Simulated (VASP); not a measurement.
# Pb: molecular dynamics at constant energy

Pb, Fd-3m (no. 227), 8 atoms in the cell. PBE, molecular dynamics; PAW potentials Pb (PBE set).

Ensemble: NVE; Starting temperature (K): 600.

## Input

INCAR:
```
SYSTEM = Pb
GGA      = PE             ! functional
PREC     = Normal         ! precision mode
ENCUT    = 200            ! plane-wave cutoff, eV
EDIFF    = 1E-6           ! SCF threshold, eV
NELMIN   = 4            
NELM     = 60             ! most SCF steps
ALGO     = Fast           ! electronic algorithm
LREAL    = Auto         
LASPH    = .True.         ! aspherical terms in the spheres
ISMEAR   = -1             ! smearing method
SIGMA    = 0.05           ! smearing width, eV
ISYM     = 0            
LWAVE    = .False.        ! write WAVECAR
LCHARG   = .False.        ! write CHGCAR
IBRION   = 0              ! ionic algorithm
NSW      = 60             ! ionic steps
POTIM    = 4.0            ! step
TEBEG    = 600          
ISIF     = 2              ! what is computed and relaxed
RANDOM_SEED= 317015 0 0   
MDALGO   = 2            
SMASS    = -3           
KPAR     = 2             
```

KPOINTS:
```
k-points
0
Monkhorst-Pack
  2 2 2
```

POSCAR:
```
Pb
1.0
    6.8780001110      0.0000000000      0.0000000000
    0.0000000000      6.8780001110      0.0000000000
    0.0000000000      0.0000000000      6.8780001110
Pb
8
Direct
    0.2500000000      0.7500000000      0.2500000000
    0.0000000000      0.0000000000      0.5000000000
    0.2500000000      0.2500000000      0.7500000000
    0.0000000000      0.5000000000      0.0000000000
    0.7500000000      0.7500000000      0.7500000000
    0.5000000000      0.0000000000      0.0000000000
    0.7500000000      0.2500000000      0.2500000000
    0.5000000000      0.5000000000      0.5000000000
```

Commands:
```
cat potpaw_PBE.64/Pb/POTCAR > POTCAR
mpirun -np 2 vasp_std > vasp.out
```

## Result

- Rise of the mean potential energy above the start (meV/atom): 21.9
- Mean temperature (K): 406
- Electronic steps per ionic step after the first: 4.2

Course of the run:

| Time (fs) | Temperature (K) | Potential energy less the first (meV/atom) |
|---|---|---|
| 4 | 600 | 0.0 |
| 24 | 577 | 2.5 |
| 40 | 482 | 13.3 |
| 60 | 259 | 38.6 |
| 76 | 128 | 53.5 |
| 96 | 175 | 48.1 |
| 112 | 326 | 30.9 |
| 132 | 474 | 14.2 |
| 148 | 502 | 11.1 |
| 168 | 499 | 11.5 |
| 184 | 493 | 12.0 |
| 204 | 452 | 16.7 |
| 220 | 404 | 22.2 |
| 240 | 378 | 25.1 |

The mean temperature lies below the starting 600 K, since the atoms start on their sites and part of their kinetic energy turns into potential energy.

REPORT:
```
MDALGO =   2
               SCALING =       0
                 CNEXP =     9.000   14.000
           RANDOM_SEED =            317015                0                0

   original number of atomic DOF:         21
   number of independent constraints:      0
   number of active DOF:                  21

========================================
         MD step No.       1
========================================

  Atomic velocities initialized by STEP_tb

  >Energies
                    E_tot             E_pot             E_kin               EPS                ES
   e_b>   -0.24835605E+02   -0.25378500E+02    0.54289530E+00    0.00000000E+00    0.00000000E+00

  >Temperature
               T_sim     T_inst
   tmprt>    600.000    600.000

  >Thermostat:
           s(n+1) sdot(n+1)      s(n)   sdot(n)        Qs
   s_b>   0.00000   0.00000   0.00000   0.00000  -3.00000

           RANDOM_SEED =            317015               48                0

[... steps left out ...]

========================================
         MD step No.      60
========================================

  >Energies
                    E_tot             E_pot             E_kin               EPS                ES
   e_b>   -0.24835650E+02   -0.25177602E+02    0.34195264E+00    0.00000000E+00    0.00000000E+00

  >Temperature
               T_sim     T_inst
   tmprt>    600.000    377.921

  >Thermostat:
           s(n+1) sdot(n+1)      s(n)   sdot(n)        Qs
   s_b>   0.00000   0.00000   0.00000   0.00000  -3.00000

           RANDOM_SEED =            317015               48                0
```

OSZICAR:
```
N       E                     dE             d eps       ncg     rms          rms(c)
DAV:   1     0.897097754444E+02    0.89710E+02   -0.57771E+03   168   0.524E+02
DAV:   2    -0.166030953883E+02   -0.10631E+03   -0.10178E+03   222   0.118E+02
DAV:   3    -0.253222049497E+02   -0.87191E+01   -0.85083E+01   193   0.388E+01
DAV:   4    -0.255487593729E+02   -0.22655E+00   -0.22545E+00   214   0.706E+00
DAV:   5    -0.255553400207E+02   -0.65806E-02   -0.65800E-02   206   0.123E+00    0.117E+01
RMM:   6    -0.254297283613E+02    0.12561E+00   -0.39917E-02   168   0.114E+00    0.722E+00
RMM:   7    -0.253749174701E+02    0.54811E-01   -0.12956E-01   196   0.198E+00    0.283E-01
RMM:   8    -0.253767140648E+02   -0.17966E-02   -0.40355E-03   173   0.344E-01    0.215E-01
RMM:   9    -0.253783805492E+02   -0.16665E-02   -0.24887E-03   168   0.234E-01    0.149E-01
RMM:  10    -0.253784277001E+02   -0.47151E-04   -0.38689E-04   177   0.702E-02    0.607E-02
RMM:  11    -0.253784829062E+02   -0.55206E-04   -0.68234E-05   169   0.397E-02    0.417E-02
RMM:  12    -0.253784988706E+02   -0.15964E-04   -0.34261E-05   169   0.260E-02    0.534E-03
[... left out ...]
     58 T=   380. E= -.24835653E+02 F= -.25179791E+02 E0= -.25158154E+02  EK= 0.34414E+00 SP= 0.00E+00 SK= 0.00E+00
     59 T=   378. E= -.24835648E+02 F= -.25177311E+02 E0= -.25156030E+02  EK= 0.34166E+00 SP= 0.00E+00 SK= 0.00E+00
[... last step whole ...]
       N       E                     dE             d eps       ncg     rms          rms(c)
DAV:   1    -0.251775697952E+02   -0.25938E-03   -0.11258E-03   296   0.677E-01    0.245E-02
RMM:   2    -0.251775967236E+02   -0.26928E-04   -0.28180E-04   169   0.630E-02    0.105E-02
RMM:   3    -0.251776015344E+02   -0.48107E-05   -0.47602E-05   160   0.281E-02    0.452E-03
RMM:   4    -0.251776024504E+02   -0.91603E-06   -0.96908E-06   138   0.125E-02
     60 T=   378. E= -.24835650E+02 F= -.25177602E+02 E0= -.25156601E+02  EK= 0.34195E+00 SP= 0.00E+00 SK= 0.00E+00
```

Limits: 240 fs of 8 atoms are too short for converged averages.

VASP 6.6.1 took 156 s on 2 cores (Intel Xeon Platinum 8488C (Sapphire Rapids)), a shared host.
